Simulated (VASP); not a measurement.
# Y in VASP: settings compared, part 2 of 3

VASP 6.6.1. The steps go on from the part before.

## 3. Work function, LDA

Input file INCAR:

```
SYSTEM = Y
  ADDGRID = .TRUE.
  ALGO = Normal
  DIPOL = 0.5 0.5 0.500
  EDIFF = 1E-6
  ENCUT = 520
  IDIPOL = 3
  ISIF = 2
  ISMEAR = -1
  LASPH = .TRUE.
  LCHARG = .TRUE.
  LDIPOL = .TRUE.
  LELF = .TRUE.
  LREAL = .FALSE.
  LVACPOTAV = .TRUE.
  LVHAR = .TRUE.
  LWAVE = .FALSE.
  NELM = 60
  PREC = Accurate
  SIGMA = 0.05
```

Input file KPOINTS:

```
k-points
0
G
  8 8 1
  0 0 0
```

Input file POSCAR:

```
Y
1.0
    3.6514992371      0.0000000000      0.0000000000
   -1.8257496186      3.1622911012      0.0000000000
    0.0000000000      0.0000000000     20.7474000000
Y
3
Direct
    0.3333333333      0.6666666666      0.3614910784
    0.6666666667      0.3333333334      0.5000000000
    0.3333333333      0.6666666666      0.6385089216
```

Potentials or basis: VASP PAW LDA potentials, release 64 (Y_sv).

Launch:

```
$ cat potpaw_LDA.64/Y_sv/POTCAR > POTCAR
$ mpirun -np 1 vasp_std > vasp.out
```

OUTCAR:

```text
SYSTEM = Y
   EDIFF = 1E-6
   ENCUT = 520
   ISIF = 2
   ISMEAR = -1
   LASPH = .TRUE.
   LREAL = .FALSE.
   NELM = 60
   PREC = Accurate

 ion  position               nearest neighbor table
   1  0.333  0.667  0.361-   2 3.56   2 3.56   2 3.56
   2  0.667  0.333  0.500-   1 3.56   3 3.56   1 3.56   3 3.56   1 3.56   3 3.56
   3  0.333  0.667  0.639-   2 3.56   2 3.56   2 3.56

  LATTYP: Found a hexagonal cell.
 ALAT       =     3.6514992371
 C/A-ratio  =     5.6818853443

  Lattice vectors:

 A1 = (   3.6514992371,   0.0000000000,   0.0000000000)
 A2 = (  -1.8257496186,   3.1622911012,   0.0000000000)
 A3 = (   0.0000000000,   0.0000000000,  20.7474000000)

Analysis of symmetry for initial positions (statically):
=====================================================================
 Subroutine PRICEL returns:
 Original cell was already a primitive cell.

 Routine SETGRP: Setting up the symmetry group for a
 hexagonal supercell.

 Subroutine GETGRP returns: Found 12 space group operations
 (whereof 12 operations were pure point group operations)
 out of a pool of 24 trial point group operations.

The static configuration has the point symmetry D_3h.

Analysis of symmetry for dynamics (positions and initial velocities):
=====================================================================
 Subroutine PRICEL returns:
 Original cell was already a primitive cell.

 Routine SETGRP: Setting up the symmetry group for a
 hexagonal supercell.

 Subroutine GETGRP returns: Found 12 space group operations
 (whereof 12 operations were pure point group operations)
 out of a pool of 24 trial point group operations.

The dynamic configuration has the point symmetry D_3h.

 Subroutine INISYM returns: Found 12 space group operations
 (whereof 12 operations are pure point group operations),
 and found     1 'primitive' translations

----------------------------------------------------------------------------------------

                                     Primitive cell

  volume of cell :     239.5724

  direct lattice vectors                    reciprocal lattice vectors
     3.651499237  0.000000000  0.000000000     0.273860115  0.158113211  0.000000000
    -1.825749619  3.162291101  0.000000000     0.000000000  0.316226422  0.000000000
     0.000000000  0.000000000 20.747400000     0.000000000  0.000000000  0.048198810

  length of vectors
     3.651499237  3.651499237 20.747400000     0.316226422  0.316226422  0.048198810

  position of ions in fractional coordinates (direct lattice)
     0.333333333  0.666666667  0.361491078
     0.666666667  0.333333333  0.500000000
     0.333333333  0.666666667  0.638508922

  ion indices of the primitive-cell ions
   primitive index   ion index
                 1           1
                 2           2
                 3           3

----------------------------------------------------------------------------------------

 KPOINTS: k-points

Automatic generation of k-mesh.
 Grid dimensions read from file:
 generate k-points for:    8    8    1

 Generating k-lattice:

  Cartesian coordinates                     Fractional coordinates (reciprocal lattice)
     0.034232514  0.019764151  0.000000000     0.125000000  0.000000000  0.000000000
     0.000000000  0.039528303  0.000000000     0.000000000  0.125000000  0.000000000
     0.000000000  0.000000000  0.048198810     0.000000000  0.000000000  1.000000000

  Length of vectors
     0.039528303  0.039528303  0.048198810

  Shift w.r.t. Gamma in fractional coordinates (k-lattice)
     0.000000000  0.000000000  0.000000000

 Subroutine IBZKPT returns following result:
 ===========================================

 Found     10 irreducible k-points:

 Following reciprocal coordinates:
            Coordinates               Weight
  0.000000  0.000000  0.000000      1.000000
  0.125000  0.000000  0.000000      6.000000
  0.250000  0.000000  0.000000      6.000000
  0.375000 -0.000000  0.000000      6.000000
  0.500000  0.000000  0.000000      3.000000
  0.125000  0.125000  0.000000      6.000000
  0.250000  0.125000  0.000000     12.000000
  0.375000  0.125000  0.000000     12.000000
  0.250000  0.250000  0.000000      6.000000
  0.375000  0.250000  0.000000      6.000000
   k-points           NKPTS =     10   k-points in BZ     NKDIM =     10   number of bands    NBANDS=     20
   number of dos      NEDOS =    301   number of ions     NIONS =      3
   total plane-waves  NPLWV = 125440
   dimension x,y,z NGX =    28 NGY =   28 NGZ =  160
   dimension x,y,z NGXF=    56 NGYF=   56 NGZF=  320
   ions per type =               3
   NGX,Y,Z   is equivalent  to a cutoff of  12.75, 12.75, 12.82 a.u.
   NGXF,Y,Z  is equivalent  to a cutoff of  25.50, 25.50, 25.64 a.u.
 SYSTEM =  Y
   PREC   = accura    normal or accurate (medium, high low for compatibility)
   ISTART =      0    job   : 0-new  1-cont  2-samecut
   ICHARG =      2    charge: 1-file 2-atom 10-const
   ISPIN  =      1    spin polarized calculation?
   LNONCOLLINEAR =      F non collinear calculations
   LSORBIT =      F    spin-orbit coupling
   LASPH  =      T    aspherical Exc in radial PAW
   ENCUT  =  520.0 eV  38.22 Ry    6.18 a.u.   6.79  6.79 38.58*2*pi/ulx,y,z
   NELM   =     60;   NELMIN=  2; NELMDL= -5     # of ELM steps
   EDIFF  = 0.1E-05   stopping-criterion for ELM
   LREAL  =      F    real-space projection
   EDIFFG = 0.1E-04   stopping-criterion for IOM
   NSW    =      0    number of steps for IOM
   IBRION =     -1    ionic relax: 0-MD 1-quasi-New 2-CG
   NFREE  =      0    steps in history (QN), initial steepest desc. (CG)
   ISIF   =      2    stress and relaxation
   ISYM   =      2    0-nonsym 1-usesym 2-fastsym
   POTIM  = 0.5000    time-step for ionic-motion
   TEBEG  =    0.0;   TEEND  =   0.0 temperature during run
   PSTRESS=    0.0 pullay stress
   NELECT =      33.0000    total number of electrons
   NUPDOWN=      -1.0000    fix difference up-down
   EMIN   =  10.00;   EMAX   =-10.00  energy-range for DOS
   EFERMI =   0.00;   METHOD = LEGACY
   ISMEAR =    -1;   SIGMA  =   0.05  broadening in eV -4-tet -1-fermi 0-gaus
   EFERMI_NEDOS =   21; number of points for ismear=-14 and -15
   IALGO  =     38    algorithm
   IMIX   =      4    mixing-type and parameters
     AMIX     =   0.40;   BMIX     =  1.00
     AMIX_MAG =   1.60;   BMIX_MAG =  1.00
  volume/ion in A,a.u.               =      79.86       538.90
  Fermi-wavevector in a.u.,A,eV,Ry     =   0.845475  1.597715  9.725816  0.714827
  Thomas-Fermi vector in A             =   1.960669
   LORBIT       =      0    0 simple, 1 ext, 2 COOP (PROOUT), +10 PAW based schemes
   GGA     = CA    functional components
   LHFCALC =     F    Hartree Fock is set to
   AEXX    =    0.0000 exact exchange contribution
   IVDW    =     0    specifies the selected vdW correction
   LEPSILON=     F    determine dielectric tensor
   LRPA    =     F    only Hartree local field effects (RPA)
 non-spin polarized calculation
  energy-cutoff  :      520.00
  volume of cell :      239.57
 maximum number of plane-waves:      6470
 NGX is ok and might be reduce to    28
   NGX = 13   NGY = 13   NGZ = 77

 number of electron      33.0000000 magnetization

 dipolmoment           0.000000      0.000000      0.000000 electrons x Angstroem

 Free energy of the ion-electron system (eV)
  ---------------------------------------------------
  ext. energy  EPLUGINS =         0.00000000
  ---------------------------------------------------
  free energy    TOTEN  =       -19.06832913 eV

  energy without entropy =      -19.01189401  energy(sigma->0) =      -19.04011157

 E-fermi :  -0.6949     XC(G=0):  -4.9070

 val. band max:       -0.7142390966   @ k =   0.2500   0.0000   0.0000
 cond. band min:      -0.6791605003   @ k =   0.3750   0.2500   0.0000
 fundamental gap:      0.0350785963
 Fermi energy:        -0.6949274307

 k-point     1 :       0.0000    0.0000    0.0000
  band No.  band energies     occupation
      1     -43.6228      2.00000
      2     -43.6219      2.00000
      3     -42.9781      2.00000
      4     -23.8277      2.00000
      5     -23.7726      2.00000
      6     -23.5043      2.00000
[... 12 lines left out ...]
     19       0.8202      0.00000
[... 191 lines left out ...]
      4     -23.8110      2.00000
      5     -23.8005      2.00000
      6     -23.7381      2.00000
[... 12 lines left out ...]
     19      -0.1883      0.00008
     20      -0.1736      0.00006

------------------------ aborting loop because EDIFF is reached ----------------------------------------

  FORCE on cell =-STRESS in cart. coord.  units (eV):
  Direction    XX          YY          ZZ          XY          YZ          ZX
  --------------------------------------------------------------------------------------
  -------------------------------------------------------------------------------------
  Total       -3.5286877     -3.5286877     -2.7722379      0.0000000      0.0000000      0.0000000
  in kB      -23.5986447    -23.5986447    -18.5397700      0.0000000      0.0000000      0.0000000
  external PRESSURE =     -21.9123532 kB  Pullay stress =       0.0000000 kB

 VOLUME and BASIS-vectors are now :
 -----------------------------------------------------------------------------
  energy-cutoff  :      520.00
  volume of cell :      239.57
      direct lattice vectors                 reciprocal lattice vectors
     3.651499237  0.000000000  0.000000000     0.273860115  0.158113211  0.000000000
    -1.825749619  3.162291101  0.000000000     0.000000000  0.316226422  0.000000000
     0.000000000  0.000000000 20.747400000     0.000000000  0.000000000  0.048198810

 POSITION                                       TOTAL-FORCE (eV/Angst)
 -----------------------------------------------------------------------------------
     -0.00000      2.10819      7.50000         0.000000      0.000000      0.481636
      1.82575      1.05410     10.37370        -0.000000      0.000000      0.000000
     -0.00000      2.10819     13.24740        -0.000000     -0.000000     -0.481636
 -----------------------------------------------------------------------------------
    total drift:                               -0.000000      0.000000     -0.000000

  FREE ENERGIE OF THE ION-ELECTRON SYSTEM (eV)
  ---------------------------------------------------
  free  energy   TOTEN  =       -19.0683291280 eV

  energy  without entropy=      -19.0118940071  energy(sigma->0) =      -19.04011157

 vacuum level on the upper side and lower side of the slab         2.758         2.758
```

stdout:

```text
POSCAR found type information on POSCAR Y
 POSCAR found :  1 types and       3 ions
 scaLAPACK will be used
 LDA part: xc-table for (Slater(with rela. corr.)+CA(PZ))
 , standard interpolation
 POSCAR, INCAR and KPOINTS ok, starting setup
 FFT: planning ... GRIDC
 FFT: planning ... GRID_SOFT
 FFT: planning ... GRID
 WAVECAR not read
 entering main loop
 -----------------------------------------------------------------------------
|                                                                             |
|           W    W    AA    RRRRR   N    N  II  N    N   GGGG   !!!           |
|           W    W   A  A   R    R  NN   N  II  NN   N  G    G  !!!           |
|           W    W  A    A  R    R  N N  N  II  N N  N  G       !!!           |
|           W WW W  AAAAAA  RRRRR   N  N N  II  N  N N  G  GGG   !            |
|           WW  WW  A    A  R   R   N   NN  II  N   NN  G    G                |
|           W    W  A    A  R    R  N    N  II  N    N   GGGG   !!!           |
|                                                                             |
|     Did not find any points to average over, which means that no vacuum     |
|     field-free region was found. Please increase the size of  your cell     |
|     in the dimension of the dipole correction to obtain accurate            |
|     workfunction values.                                                    |
|                                                                             |
 -----------------------------------------------------------------------------
```

It took 2.1 min on 1 thread of Intel Xeon Platinum 8488C (Sapphire Rapids), shared host; peak memory 0.55 GiB.

Results:

```
Free energy                     : -19.0683 eV
Largest force                   : 0.482 eV/Å
Band gap on the k mesh          : none (metal or under the smearing width)
Work function of the upper face : 3.45 eV
Work function of the lower face : 3.45 eV
```

Forces on the atoms (eV/Å):
```
Y    0.000  0.000  0.482
Y    0.000  0.000  0.000
Y    0.000  0.000 -0.482
```

[end of part 2 of 3]
